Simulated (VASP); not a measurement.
## From an Ansatz input to VASP: BaO (strained rocksalt)

Ansatz input

```yaml
crystal:
  lattice:
    - [0.0, 2.6610649743, 2.6610649743]
    - [2.6610649743, 0.0, 2.6610649743]
    - [2.6610649743, 2.6610649743, 0.0]
  atoms:
    - { symbol: Ba, position: [0.0, 0.0, 0.0] }
    - { symbol: O, position: [0.5, 0.5, 0.5] }
kpoints:
  mp_grid: { grid: [8, 8, 8] }
  band_path:
    path:
      - [0.0, 0.0, 0.0]
      - [0.5, 0.0, 0.5]
      - [0.625, 0.25, 0.625]
      - [0.375, 0.375, 0.75]
      - [0.5, 0.5, 0.5]
      - [0.5, 0.25, 0.75]
      - [0.0, 0.5, 0.5]
    npoints: 1
hamiltonian:
  xc: pbe
scf:
  occupations: { method: fermi_dirac, width: 0.02 }
  n_extra_bands: 4
output:
  forces: true
  stress: true
  eigenvalues: true
  write_density: true
  write_potential: true
  elf: true
  volumetric_format: npy
```

Translate this input to VASP.



INCAR

```
ISMEAR = -1
LASPH = .TRUE.
ENCUT = 520
GGA = PE
NELM = 120
EDIFF = 1E-7
NSW = 0
SIGMA = 0.02
PREC = Accurate
LCHARG = .TRUE.
LWAVE = .FALSE.
NBANDS = 15
LELF = .TRUE.
ISIF = 2
LREAL = .FALSE.
IBRION = -1
```

KPOINTS

```
KPOINTS created by Atomic Simulation Environment
0
Gamma
8 8 8
0 0 0
```

KPOINTS_OPT

```
special points
7
Reciprocal
0.0000000000 0.0000000000 0.0000000000 1
0.5000000000 0.0000000000 0.5000000000 1
0.6250000000 0.2500000000 0.6250000000 1
0.3750000000 0.3750000000 0.7500000000 1
0.5000000000 0.5000000000 0.5000000000 1
0.5000000000 0.2500000000 0.7500000000 1
0.0000000000 0.5000000000 0.5000000000 1
```

POSCAR

```
Ba O
 1.0000000000000000
     0.0000000000000000    2.6610649742999999    2.6610649742999999
     2.6610649742999999    0.0000000000000000    2.6610649742999999
     2.6610649742999999    2.6610649742999999    0.0000000000000000
 Ba  O
   1   1
Cartesian
  0.0000000000000000  0.0000000000000000  0.0000000000000000
  2.6610649742999999  2.6610649742999999  2.6610649742999999
```

VASP ran with the recommended PBE PAW datasets (16 valence electrons in the cell). Other inputs would serve too.

```json
{"": "gap between bands v and c", "Ansatz": "1.56 eV", "VASP": "1.47 eV"}
{"": "least direct gap", "Ansatz": "1.56 eV", "VASP": "1.47 eV"}
{"": "pressure", "Ansatz": "13.1 GPa", "VASP": "15.9 GPa"}
```

Datasets and cutoffs are each program's own. VASP's cell holds 16 valence electrons and Ansatz's 16. Ansatz's stress includes a Pulay correction; VASP's doesn't.
